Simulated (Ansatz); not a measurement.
# TaN: equation of state with PBE

TaN:

```
CELL_PARAMETERS angstrom
0.00000 2.21132 2.21132
2.21132 0.00000 2.21132
2.21132 2.21132 0.00000
ATOMIC_POSITIONS crystal
Ta 0.50000 0.50000 0.50000
N 0.00000 0.00000 0.00000
```

The cell comes from a database or a generator and needn't be the stable form of this composition.

```json
{"Program": "Ansatz 0.2.0", "Task": "equation of state", "Functional": "PBE", "Potentials or basis": "SPMS NC", "Cutoff": "1034 eV", "Density cutoff": "4136 eV", "k mesh": "10 × 10 × 10", "Occupations": "fermi-dirac, width 0.05 eV", "Spin": "no spin polarisation"}
```

```
Equilibrium volume                      : 10.76 Å³/atom
Bulk modulus                            : 328 GPa
Pressure derivative of the bulk modulus : 4.4
```

Energy against volume, from the lowest point:
```
volume (Å³/atom)  energy (meV/atom)
          10.164              37.57
          10.381              14.61
          10.597               2.45
          10.813               0.00
          11.030               6.23
          11.246              20.26
          11.462              41.28
```

All runs of the series together: 19 s on 2 threads of Arm Neoverse V1, with other jobs on the host.

Spin-orbit coupling is left out, which matters for the levels of Ta.
